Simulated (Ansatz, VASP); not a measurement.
# TiO2 (1T-TiO2, 1 layer) in two plane-wave programs

One calculation is typed for both programs; each brings its own data sets. How far apart do they land? The structure shown is the start of the Ansatz relaxation below; VASP solves that cell, so the two are compared at the walk's first step.

Method: plane waves, with VASP 6.6.1 beside it; single point at PBE, in Ansatz 0.2.0.

### 1. Starting point

The cell holds 3 atoms: 2 O and 1 Ti. Cell: a = 2.990 Å, b = 2.990 Å, c = 17.461 Å, α = 90.0°, β = 90.0°, γ = 120.0°. Vacuum lies along c.

As a file:

```cif
data_structure
_symmetry_space_group_name_H-M 'P 1'
_symmetry_Int_Tables_number 1
_cell_length_a 2.9900
_cell_length_b 2.9900
_cell_length_c 17.4612
_cell_angle_alpha 90.000
_cell_angle_beta 90.000
_cell_angle_gamma 120.000
_cell_volume 135.19
loop_
_atom_site_label
_atom_site_type_symbol
_atom_site_fract_x
_atom_site_fract_y
_atom_site_fract_z
_atom_site_occupancy
O1 O 0.66667 0.33333 0.42952 1
O2 O 0.33333 0.66667 0.57048 1
Ti3 Ti 0.00000 0.00000 0.50000 1
```

### 2. Ansatz: relaxation, PBE

Ansatz runs on its default PAW (the set named soft_2) files.

The two programs are compared at the cell with which this relaxation starts, whose forces are those of its first step.

input.yaml

```yaml
crystal:
  lattice:
    - [2.99, 0.0, 0.0]
    - [-1.495, 2.5894159573, 0.0]
    - [0.0, 0.0, 17.4611921231]
  atoms:
    - { symbol: O, position: [0.6666666667, 0.3333333333, 0.4295239378] }
    - { symbol: Ti, position: [0.0, 0.0, 0.5] }
    - { symbol: O, position: [0.3333333333, 0.6666666667, 0.5704760622] }
kpoints:
  mp_grid: { grid: [12, 12, 1] }
hamiltonian:
  xc: pbe
scf:
  occupations: { method: fermi_dirac, width: 0.05 }
  convergence: { dr2_threshold: 1.0e-08 }
efield:
  axis: 3
  dipole_correction: true
  ramp_position: 0.97
  ramp_width: 0.04
relax:
  f_tol: 0.01
  cell: { fix: [c, alpha, beta] }
output:
  write_potential: true
  write_density: true
  volumetric_format: npy
```

On the command line:

```sh
$ ansatz run input.yaml --threads 2 --pin off --max-ram 4096MiB --backend cpu --events-out ev --progress --plain --runs-dir out
```

Numbers of over 12 decimals in the logs are rounded to 6 here.

The log of the run:

```text
Warning: relax.cell: scf.convergence.dr2_threshold = 1e-8 eV is looser than the 3e-10 eV advised for a relaxation that steers and ends on the stress (1e-10 eV for each atom of the cell: 3). What an SCF threshold leaves in a stress goes as its square root, and in the free energy as the threshold itself, and one threshold admits the most on a small cell: [figures from the program's tests cut] Set scf.convergence.dr2_threshold to 3e-10 eV or tighter. The threshold is an SCF's pass mark: one that does not reach it within its budget of iterations ends unconverged, or closes short of it on a stop that the run arms, and scf.convergence.dr2_threshold's page says what that costs each kind of run
Engine: ansatz 0.2.0, aarch64-unknown-linux-gnu
Pseudopotentials: kind: paw
Pseudopotential: O, paw, valence charge 6, recommended cutoff 420 eV (normal), O.paw.azcp
Pseudopotential: Ti, paw, valence charge 12, recommended cutoff 420 eV (normal), Ti.paw.azcp
Functional definition: PBE
  parameter kappa = 0.804
  parameter beta = 0.066725
  exchange = pbe_x(kappa = kappa, mu = beta*pi^2/3)
  correlation = pbe_c(beta = beta)
Crystal: 3 atoms, lattice volume = 135.191 Å³
Basis set: ecut = 420 eV, 2591 PW (Γ), exchange–correlation on 40×40×240 points (8 copies of the dense FFT grid, shifted against one another)
Bands: 16, of which v1, the nominal top of the filled ones, is band 12 counted from 1 (11 counted from 0)
Symmetry: 6 space group operations
k-points: 19 of 144 (time reversal used)
Non-local potential: O, projectors of the file, l = 0: 2, l = 1: 2, l = 2: 1
Non-local potential: Ti, projectors of the file, l = 0: 3, l = 1: 2, l = 2: 3, l = 3: 1
PAW form: soft (Blöchl's): semilocal exchange-correlation on the pseudo side does not see the compensation charge
PAW one-centre angular grid: O, 110 points (default); XC on 64 Gauss nodes
PAW one-centre angular grid: Ti, 590 points (default); XC on 64 Gauss nodes
Initial density: superposition of atomic densities (neutral atoms: chi_scale 0, normalization atom), corrected by the library's trained network
Initial wavefunctions: pseudopotential atomic-orbital guess
Functional: x = pbe(κ = 0.804, μ = 0.219515), c = pbe(β = 0.066725)
SCF iter   1: F=—  HF=-3637.116888 eV  |F-HF|=—  |Δ(HF+E_count)|=         —  Δρ=3.43e-3  dr2=2.06e-2  ethr=1.77e-3  p=0.000 e·Å  D=3.73e-5 V/Å  ΔV_dip=-0.00 eV  dr2_dipole=1.56e-8  V_vac-E_F(+/−)=8.14/8.14 eV  ⟨swp⟩=7.4  Hψ=1844  notcnv=0
efield: sawtooth ramp at fractional position 0.9700 (set: `efield.ramp_position`, or a place that a band, a saddle search or an elastic batch's reference lends), width 0.0400; the density the first Hamiltonian is built on has a dipole p = 0.000 e·Å; the dipole correction subtracts the counter field D = 3.73e-5 V/Å, which shifts the + side's vacuum level by -0.00 eV against the − side's; the planar-averaged density in the ramp window peaks in size at 7.1e-6 e/Å³
preconditioner: auto → none  [insulator: Δε(μ)=1.640 eV  Ē_g=8.685 eV  σ=0.050 eV  W_gap=1.00  n_scr=10 (ndim 8)  ℏωp=12.8 eV  f_vac=0.706  D(μ)=0.00/eV (n_scr^D=0)  ε∞_Penn≈3.2]
SCF iter   2: F=—  HF=-3637.133177 eV  |F-HF|=—  |Δ(HF+E_count)|=   1.63e-2  Δρ=8.76e-3  dr2=1.43e-1  ethr=8.59e-5  p=-0.000 e·Å  D=-6.48e-5 V/Å  ΔV_dip=0.00 eV  dr2_dipole=3.12e-7  V_vac-E_F(+/−)=7.97/7.97 eV  ⟨swp⟩=3.3  Hψ=859  notcnv=0
SCF iter   3: F=—  HF=-3637.114777 eV  |F-HF|=—  |Δ(HF+E_count)|=   1.84e-2  Δρ=8.07e-4  dr2=3.53e-4  ethr=8.59e-5  p=0.000 e·Å  D=6.32e-5 V/Å  ΔV_dip=-0.00 eV  dr2_dipole=9.04e-8  V_vac-E_F(+/−)=8.05/8.05 eV  ⟨swp⟩=2.4  Hψ=551  notcnv=0
SCF iter   4: F=—  HF=-3637.115198 eV  |F-HF|=—  |Δ(HF+E_count)|=   4.21e-4  Δρ=1.97e-4  dr2=4.74e-5  ethr=1.47e-6  p=-0.000 e·Å  D=-3.23e-4 V/Å  ΔV_dip=0.01 eV  dr2_dipole=4.66e-6  V_vac-E_F(+/−)=8.04/8.04 eV  ⟨swp⟩=2.5  Hψ=520  notcnv=0
SCF iter   5: F=—  HF=-3637.115415 eV  |F-HF|=—  |Δ(HF+E_count)|=   2.17e-4  Δρ=6.09e-4  dr2=1.24e-3  ethr=1.97e-7  p=0.002 e·Å  D=2.11e-3 V/Å  ΔV_dip=-0.04 eV  dr2_dipole=2.03e-4  V_vac-E_F(+/−)=8.02/8.06 eV  ⟨swp⟩=3.1  Hψ=538  notcnv=0
SCF iter   6: F=—  HF=-3637.115290 eV  |F-HF|=—  |Δ(HF+E_count)|=   1.25e-4  Δρ=3.73e-5  dr2=2.62e-6  ethr=1.97e-7  p=-0.000 e·Å  D=-7.18e-5 V/Å  ΔV_dip=0.00 eV  dr2_dipole=2.88e-7  V_vac-E_F(+/−)=8.04/8.04 eV  ⟨swp⟩=2.1  Hψ=458  notcnv=0
SCF iter   7: F=—  HF=-3637.115291 eV  |F-HF|=—  |Δ(HF+E_count)|=   1.39e-6  Δρ=5.30e-6  dr2=1.68e-8  ethr=1.09e-8  p=0.000 e·Å  D=2.87e-6 V/Å  ΔV_dip=-0.00 eV  dr2_dipole=5.67e-10  V_vac-E_F(+/−)=8.04/8.04 eV  ⟨swp⟩=2.1  Hψ=429  notcnv=0
[...]
SCF iter   5: F=—  HF=-3638.318498 eV  |F-HF|=—  |Δ(HF+E_count)|=   4.23e-6  Δρ=3.78e-6  dr2=8.76e-9  ethr=4.17e-11  p=-0.000 e·Å  D=-4.36e-6 V/Å  ΔV_dip=0.00 eV  dr2_dipole=2.39e-10  V_vac-E_F(+/−)=6.89/6.89 eV  ⟨swp⟩=8.3  Hψ=2384  notcnv=0
SCF iter   6: F=—  HF=-3638.318498 eV  |F-HF|=—  |Δ(HF+E_count)|=   1.98e-8  Δρ=5.97e-6  dr2=9.44e-8  ethr=3.65e-11  p=0.000 e·Å  D=2.23e-5 V/Å  ΔV_dip=-0.00 eV  dr2_dipole=1.15e-8  V_vac-E_F(+/−)=6.89/6.89 eV  ⟨swp⟩=2.5  Hψ=548  notcnv=0  recentre
SCF iter   7: F=-3638.318498 eV  HF=-3638.318498 eV  |F-HF|=7.00e-10  |Δ(HF+E_count)|=   1.38e-8  Δρ=8.34e-7  dr2=7.48e-10  ethr=3.65e-11  p=-0.000 e·Å  D=-2.43e-6 V/Å  ΔV_dip=0.00 eV  dr2_dipole=4.16e-11  V_vac-E_F(+/−)=6.89/6.89 eV  ⟨swp⟩=7.8  Hψ=2036  notcnv=0
SCF 5 converged in 7 iterations: F = -3638.318498 eV  dr2 = 7.48e-10
relax step   5: F+E_penalty+E_count = -3638.31849802 eV  Δ(F+E_penalty+E_count) = -4.205e-4 eV  max|allowed force component| = 2.967e-3 eV/Å  Δτ_max = 0.0024 Å  P = +0.007 GPa  Ω = 135.144 Å³  energy of the carried Pulay correction = +5.312e-5 eV  fix = [c, alpha, beta]  reactions: c +0.003 GPa  (7 SCF iters, accepted)
Initial wavefunctions: pseudopotential atomic-orbital guess (no wavefunctions were taken with the density)
iter 1 solved again at ethr=6.31e-7 eV; its pass at ethr=3.10e-3 eV (dr2=1.51e-4 eV) is discarded
SCF iter   1: F=—  HF=-3638.318372 eV  |F-HF|=—  |Δ(HF+E_count)|=         —  Δρ=4.48e-6  dr2=8.79e-9  ethr=6.31e-7  p=-0.000 e·Å  D=-2.43e-6 V/Å  ΔV_dip=0.00 eV  dr2_dipole=4.27e-11  V_vac-E_F(+/−)=6.89/6.89 eV  ⟨swp⟩=3.9  Hψ=2709  notcnv=0
efield: sawtooth ramp at fractional position 0.9700 (set: `efield.ramp_position`, or a place that a band, a saddle search or an elastic batch's reference lends), width 0.0400; the density the first Hamiltonian is built on has a dipole p = -0.000 e·Å; the dipole correction subtracts the counter field D = -2.43e-6 V/Å, which shifts the + side's vacuum level by +0.00 eV against the − side's; the planar-averaged density in the ramp window peaks in size at 2.5e-6 e/Å³
eigensolver tolerance schedule: the retry pair's looser diagonalisation over-reported the residual by 17216.37 of it (diagonalisation noise at an unbounded share of the residual, at the tolerance the schedule requests for it); recorded, not acted on — ethr = c·dr2/N_el stays at c = 1.0e-1
preconditioner: auto → none  [insulator: Δε(μ)=2.727 eV  Ē_g=9.939 eV  σ=0.050 eV  W_gap=1.00  n_scr=10 (ndim 8)  ℏωp=12.8 eV  f_vac=0.728  D(μ)=0.00/eV (n_scr^D=0)  ε∞_Penn≈2.7]
SCF iter   2: F=—  HF=-3638.318406 eV  |F-HF|=—  |Δ(HF+E_count)|=   3.43e-5  Δρ=3.13e-6  dr2=1.15e-8  ethr=3.66e-11  p=0.000 e·Å  D=2.91e-6 V/Å  ΔV_dip=-0.00 eV  dr2_dipole=3.06e-10  V_vac-E_F(+/−)=6.89/6.89 eV  ⟨swp⟩=15.5  Hψ=2818  notcnv=0
SCF iter   3: F=-3638.318406 eV  HF=-3638.318406 eV  |F-HF|=4.13e-9  |Δ(HF+E_count)|=  8.05e-10  Δρ=1.87e-6  dr2=4.77e-9  ethr=3.66e-11  p=-0.000 e·Å  D=-4.97e-6 V/Å  ΔV_dip=0.00 eV  dr2_dipole=3.38e-10  V_vac-E_F(+/−)=6.89/6.89 eV  ⟨swp⟩=7.2  Hψ=1995  notcnv=0
SCF 6 converged in 3 iterations: F = -3638.318406 eV  dr2 = 4.77e-9
relax step   6: F+E_penalty+E_count = -3638.31840602 eV  Δ(F+E_penalty+E_count) = +9.200e-5 eV  max|allowed force component| = 2.956e-3 eV/Å  Δτ_max = 0.0000 Å  P = +0.003 GPa  Ω = 135.144 Å³  fix = [c, alpha, beta]  reactions: c +0.005 GPa  stress off target by 1.55e-3 GPa on what of the cell is left free  SCF on the basis re-selected at this cell (its energy is not comparable with the rows above)  (3 SCF iters)
basis re-selected at this cell: Δ(F+E_penalty+E_count) = +9.200e-5 eV, ΔP = -0.005 GPa vs the last step (what re-selecting the basis moved, of the pressure what is left beyond the Pulay correction that the steps carried, after the strain that the cell walked since its last selection, with what the two solves' SCF thresholds leave and, on support functions, any second-order correction that the steps lacked; it is no m [...]
WARN: The output density's exchange-correlation potential varies sharply where the density is thin. Do not read a vacuum level from v_tot or v_xc, or from such a field of the output density. On a cell that repeats whose density bears no net charge and no dipole along the vacuum's axis use v_es (v_loc + v_h of the components); under efield.dipole_correction with no amplitude use v_es + v_field, which holds any externa [...]
SCF converged after 3 iterations
Free energy (F): -3638.318406 eV
Harris-Foulkes:  -3638.318406 eV  (|F-HF|=4.13e-9)
Internal energy: -3638.318406 eV  (E = F + TS)
E sigma→0 (E₀):  -3638.318406 eV
Fermi energy:    -3.023283 eV
Dipole field:    D = 0.000025 V/Å  (p = 0.000019 e·Å, saw-weighted, corrected)
Work function:   Φ+ = 6.8937 eV   Φ− = 6.8942 eV
Levels:          The Fermi level and band energies are counted from a zero that moves with the ramp; work functions are not
--- Per-component energies (eV) ---
  E_band       = -505.074077
  E_kinetic    = 622.119760
  E_local      = -15177.108124  (includes V_loc(G=0)·N_el)
  E_nonlocal   = 98.329108
  E_hartree    = 7250.393097
  E_xc         = -246.084151
  E_vxc        = -311.593344  (∫ρ·V_xc dr)
  E_paw        = -1360.704637  (= ΣΔE_a)
  E_vpaw       = -237.609743  (= ΣTr[D̂ρ^β])
  E_aug_tail   = 0.005129  (compensation charges beyond the density's cutoff)
  E_efield     = 0.000000  (sawtooth field / dipole correction)
  E_vefield    = -0.000105  (∫n·V_field dr)
  E_ewald      = 5174.731411
  E_smearing   = -0.000000  (= −TS)
  E_closure    = 0.000000  (closes the sum)
  Σ components = -3638.318406   (vs F -3638.318406, Δ=0.00e0)
--- Forces (eV/Å), atoms counted from 1 ---
  atom   1  O     -0.00000000     0.00000000    -0.00296468
  atom   2  Ti    -0.00000000     0.00000000     0.00002524
  atom   3  O     -0.00000000    -0.00000000     0.00291292
  max |Σ_I F_I| component: 2.65e-5 eV/Å
--- Stress (GPa, compression-positive) ---
        0.001551       0.000000       0.000000
       -0.000000       0.001551       0.000000
       -0.000000       0.000000       0.005331
  P = ⅓ Tr σ = 0.0028 GPa (0.028 kbar)
--- Band table (eV; the first three rows and the last of 19) ---
  k-point 0: bands = [... 8 lower, -8.0379, -5.0638, -4.5999, -4.5999, -1.7090, -1.7090, -0.0022, 2.4748]
  k-point 1: bands = [... 8 lower, -7.9563, -5.0076, -4.8625, -4.7543, -1.6092, -1.5425, -0.0293, 2.2253]
  k-point 2: bands = [... 8 lower, -7.6911, -5.7511, -5.0919, -4.6085, -1.4395, -1.1839, -0.1217, 1.7769]
  k-point 18: bands = [... 8 lower, -7.1892, -5.8496, -5.8496, -5.4882, -1.5003, -0.4342, -0.4342, 1.8673]
--- Relaxed structure (5 steps of the walk, 5 accepted, 1 SCFs on fresh bases) ---
  F+E_penalty+E_count = -3638.31840602 eV   max|allowed force component| = 2.956e-3 eV/Å   (the final SCF, on the basis selected at the relaxed cell)
  cell:  # Å, volume = 135.1440 Å³
    - [2.989484, 0, 0]
    - [-1.494742, 2.588969, 0]
    - [0, 0, 17.4611921231]
  atoms:
    - { symbol: O, position: [0.666667, 0.333333, 0.444755] }
    - { symbol: Ti, position: [0, 0, 0.500000] }
    - { symbol: O, position: [0.333333, 0.666667, 0.555245] }
```

Reading the cycles: dr2 is the Hartree energy of the density residual (eV), the measure of convergence; HF is the Harris–Foulkes estimate of the energy, which meets the free energy F at convergence.

(Part 1 of 2 ends here.)

[Lines on the potential files, build, host, timing and source positions are cut from VASP's logs without a mark.]

[Logs are printed without paths, hosts, clocks, repeated set-up lines and the standing remarks that a program may print on its own settings, such as how far it seeks lower states.]

[Hosts, paths, dates, database ids (printed as entryN), source tags and the programs' standing remarks are cut or masked in the printed files.]
